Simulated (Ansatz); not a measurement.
## Where the states of PbS₂ lie

Space group Fm-3m (No. 225). a = 6.789 Å, b = 6.789 Å, c = 6.789 Å, α = 90.00°, β = 90.00°, γ = 90.00°
| atom | site | symmetry | x | y | z |
| --- | --- | --- | --- | --- | --- |
| Pb | 4a | m-3m | 0.0000 | 0.0000 | 0.0000 |
| S | 8c | -43m | 0.2500 | 0.7500 | 0.7500 |

The runs use the primitive cell with vectors (0.000, 3.394, 3.394), (3.394, 0.000, 3.394), (3.394, 3.394, 0.000) Å, to which the k mesh refers.

The structure comes from a relaxation in the same program, started in the fluorite type, and has space group Fm-3m. Whether it is a known phase or the ground state wasn't checked.

No spin–orbit coupling, which matters for the heavy atoms here.

The calculation used Ansatz 0.2.0, DFT, PBE, all-electron LAPW, scalar-relativistic.

Settings: a Γ-centred 9×9×9 k mesh, Fermi–Dirac smearing of 0.03 eV, basis error target 0.5 meV/atom, no spin polarisation.

States per eV and cell, averaged over 0.4 eV, from -5.8 to 4.0 eV, with energies (bin centres) from the Fermi level; empty bins are left out. 

```
E (eV)  total
  -5.7   0.18
  -5.3   0.10
  -4.9   0.02
  -4.1   0.12
  -3.7   1.84
  -3.3   2.32
  -2.9   2.73
  -2.5   2.96
  -2.1   1.89
  -1.7   1.54
  -1.3   2.26
  -0.9   2.67
  -0.5   3.29
  -0.1   4.37
   0.3   3.80
   0.7   0.19
   2.7   0.11
   3.1   0.69
   3.5   0.97
   3.9   1.34
```
